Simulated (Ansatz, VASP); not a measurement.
One calculation of Ru, two programs

File INCAR:

```
SYSTEM = Ru
PREC     = Accurate       ! precision mode
ENCUT    = 520            ! plane-wave cutoff, eV
EDIFF    = 1E-7           ! SCF threshold, eV
ISMEAR   = -1             ! smearing method
SIGMA    = 0.08           ! smearing width, eV
LREAL    = .FALSE.        ! projectors in reciprocal space
LASPH    = .TRUE.         ! aspherical terms in the spheres
NELM     = 60             ! most SCF steps
ALGO     = Normal         ! electronic algorithm
ISIF     = 2              ! what is computed and relaxed
LWAVE    = .FALSE.        ! write WAVECAR
LCHARG   = .FALSE.        ! write CHGCAR
GGA      = PE             ! functional
NBANDS   = 13             ! bands
```

The input KPOINTS:

```
Automatic mesh
0
G
  13 13 13
  0 0 0
```

Contents of POSCAR:

```
Ru
1.0
    2.4689673597      0.0000000000      0.0000000000
    0.0000000000      2.4689673597      0.0000000000
    0.0000000000      0.0000000000      2.4689673597
Ru
1
Direct
    0.0000000000      0.0000000000      0.0000000000
```

Input for Ansatz:

```yaml
crystal:
  lattice:
    - [2.4689673597, 0.0, 0.0]
    - [0.0, 2.4689673597, 0.0]
    - [0.0, 0.0, 2.4689673597]
  atoms:
    - { symbol: Ru, position: [0.0, 0.0, 0.0] }
kpoints:
  mp_grid: { grid: [13, 13, 13] }
scf:
  occupations: { method: fermi_dirac, width: 0.08 }
hamiltonian:
  xc: pbe
  pseudopotentials: { kind: all_electron, lapw: { basis_error: 0.00025 } }
output:
  forces: true
  stress: true
  eigenvalues: true
```

Change from the starting cell: volume scaled by 0.95.

Alike in both runs: task single point; functional PBE; k mesh 13 × 13 × 13; occupations fermi-dirac, width 0.08 eV; no spin polarisation.

```csv
,VASP,Ansatz
version,VASP 6.6.1,Ansatz 0.2.0
potentials or method,"VASP PAW PBE potentials, release 64 (Ru_pv)","all-electron LAPW, scalar-relativistic"
plane-wave cutoff (eV),520,see its input
```

```csv
,VASP,Ansatz,Ansatz less VASP
pressure (GPa),12.9,12.7,-0.23
```

Ansatz ran all-electron here, so the differences hold the error of VASP's frozen core and of both bases.
